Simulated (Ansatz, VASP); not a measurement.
This is a calculation of InPd for Ansatz 0.2.0. The cell comes from a database or a generator and needn't be the stable form of this composition.

File input.yaml:

```yaml
crystal:
  lattice:
    - [3.27188478, 0.0, 0.0]
    - [0.0, 3.27188478, 0.0]
    - [0.0, 0.0, 3.27188478]
  atoms:
    - { symbol: In, position: [0.0, 0.0, 0.0] }
    - { symbol: Pd, position: [0.5, 0.5, 0.5] }
hamiltonian:
  xc: rpbe
  pseudopotentials: { kind: paw }
  dispersion: d4
kpoints:
  mp_grid: { grid: [8, 8, 8] }
scf:
  occupations: { method: fermi_dirac, width: 0.05 }
output:
  forces: true
  stress: true
  eigenvalues: true
relax:
  f_tol: 0.01
  max_steps: 40
  cell: { stress_tol: 0.05 }
```

Potentials or basis: Ansatz PAW.

The run is started by

```bash
$ ansatz run input.yaml --threads 2 --pin off --max-ram 5632MiB --backend cpu --events-out ev --progress --plain --runs-dir out
```

Problem. Translate it to VASP 6.6.1. Potentials or basis there: PBE PAW files In_d, Pd, 600 eV.

Solution. As run (cutoffs and basis follow the program's own potentials, and thresholds, step limits or extra output files can differ):

INCAR

```
SYSTEM = InPd
PREC = Accurate
ENCUT = 600
EDIFF = 1E-6
ISMEAR = -1
SIGMA = 0.05
LREAL = .FALSE.
LASPH = .TRUE.
NELM = 100
ALGO = Normal
ISIF = 3
LWAVE = .FALSE.
LCHARG = .FALSE.
GGA = RP
IVDW = 13
IBRION = 2
NSW = 60
EDIFFG = -0.02
```

The input KPOINTS:

```
regular mesh
0
G
  8 8 8
  0 0 0
```

POSCAR

```
InPd
1.0
    3.2718847800      0.0000000000      0.0000000000
    0.0000000000      3.2718847800      0.0000000000
    0.0000000000      0.0000000000      3.2718847800
In Pd
1 1
Direct
    0.0000000000      0.0000000000      0.0000000000
    0.5000000000      0.5000000000      0.5000000000
```

Potentials or basis: VASP PAW PBE potentials, release 64 (In_d, Pd).

The run is started by

```bash
$ cat potpaw_PBE.64/In_d/POTCAR potpaw_PBE.64/Pd/POTCAR > POTCAR
$ mpirun -np 1 vasp_std > vasp.out
```

Both were run:

|  | Ansatz | VASP |
| --- | --- | --- |
| Relaxed volume | 17.46 Å³/atom | 17.47 Å³/atom |
| Relaxed cell | a = 3.269 Å, b = 3.269 Å, c = 3.269 Å, α = 90.00°, β = 90.00°, γ = 90.00° | a = 3.269 Å, b = 3.269 Å, c = 3.269 Å, α = 90.00°, β = 90.00°, γ = 90.00° |
| Space group after relaxing | Pm-3m (No. 221) | Pm-3m (No. 221) |
| Pressure after relaxing | 0.0 GPa | 0.0 GPa |

Ansatz's pressure holds a Pulay term of +0.09 GPa for its cutoff of 420 eV, which the other run lacks.

The potentials hold 31 and 23 valence electrons a cell.

Ansatz's potentials were made for PBE. VASP's potentials were made for PBE.

Where Ansatz's input types no cutoff or centring, it takes its own default and a Γ-centred mesh.

Pressure is positive in compression.
